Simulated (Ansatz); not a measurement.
**KBr: the band gap up the ladder of functionals**

The task here is to estimate one member of a computed series from the others.

Code: Ansatz 0.2.0. PAW datasets, plane waves. Computed at 0 K without zero-point motion; spin polarisation is off.

## The cell

The cell was relaxed beforehand with r2SCAN.

It is cubic, Fm-3m (No. 225); a = 6.605 Å in the conventional setting, 36.02 Å³ an atom. K has 6 Br at 3.30 Å; Br has 6 K at 3.30 Å.

Structure file:

```xyz
2
Lattice="0.0000 3.3024 3.3024 3.3024 0.0000 3.3024 3.3024 3.3024 0.0000" Properties=species:S:1:pos:R:3 pbc="T T T"
K     0.0000    0.0000    0.0000
Br    3.3024    3.3024    3.3024
```

Set-up of the first run:

The input, input.yaml:

```yaml
crystal:
  lattice:
    - [0.0, 3.3024387198, 3.3024387198]
    - [3.3024387198, 0.0, 3.3024387198]
    - [3.3024387198, 3.3024387198, 0.0]
  atoms:
    - { symbol: K, position: [0.0, 0.0, 0.0] }
    - { symbol: Br, position: [0.5, 0.5, 0.5] }
kpoints:
  mp_grid: { grid: [6, 6, 6] }
  band_path:
    path:
      - [[0.0, 0.0, 0.0], [0.5, 2.540983051808e-34, 0.5], [0.625, 0.25, 0.625]]
      - [[0.375, 0.375, 0.75], [0.0, 0.0, 0.0], [0.5, 0.5, 0.5], [0.5, 0.25, 0.75], [0.5, 2.540983051808e-34, 0.5]]
    npoints: 10
hamiltonian:
  xc: pbe
scf:
  occupations: { method: fermi_dirac, width: 0.02 }
  n_extra_bands: 4
output:
  forces: true
  stress: true
  eigenvalues: true
```

Launch:

```
$ ansatz run input.yaml --threads 2 --pin off --max-ram 2211MiB --backend cpu --events-out ev --progress --plain --runs-dir out
```

Among the steps run: PBE bands along the symmetry lines; Single point with r2SCAN; HSE06 at the same geometry; PBE+SOC at the same geometry; Single point with PBE0; LDA; G0W0 on PBE; One-shot GW from PBE; DDH-PBE0 at the same geometry; HSE06+SOC; Single point with r2SCAN0; LC-ωPBE at the same geometry.

One of the session's tables, all rows but one given; the rest of the session is left out.

| level | gap (eV) |
| --- | --- |
| PBE | 4.43 |
| r2SCAN | 5.07 |
| HSE06 | 5.60 |
| PBE+SOC | 4.27 |
| PBE0 | 6.31 |
| LDA | 4.02 |
| G0W0@PBE (215 empty bands) | 6.93 |
| G0W0@PBE (533 empty bands) | 7.06 |
| DDH-PBE0 | ? |
| HSE06+SOC | 5.42 |
| r2SCAN0 | 6.64 |
| LC-ωPBE | 10.72 |

Estimate the missing values for DDH-PBE0.

The run gave: gap (eV): 7.41. In the column «gap (eV)» it lies between G0W0@PBE (533 empty bands) (7.06) and LC-ωPBE (10.72).

Meshes: PBE 6×6×6, r2SCAN 6×6×6, HSE06 4×4×4, PBE+SOC 6×6×6, PBE0 4×4×4, LDA 6×6×6, DDH-PBE0 4×4×4, HSE06+SOC 4×4×4, r2SCAN0 4×4×4, LC-ωPBE 4×4×4.

The gap runs from 4.02 eV (LDA) to 10.72 eV (LC-ωPBE). PBE reaches 63 % of the G0W0@PBE value, and r2SCAN 72 %. PBE0 lies 0.71 eV above HSE06, which differs from it by screening the long-range exchange. G0W0 values are finite-basis, finite-mesh values.

Limits of these values: Warnings in the runs' records: stress exchange threshold loose, stress scf threshold loose.
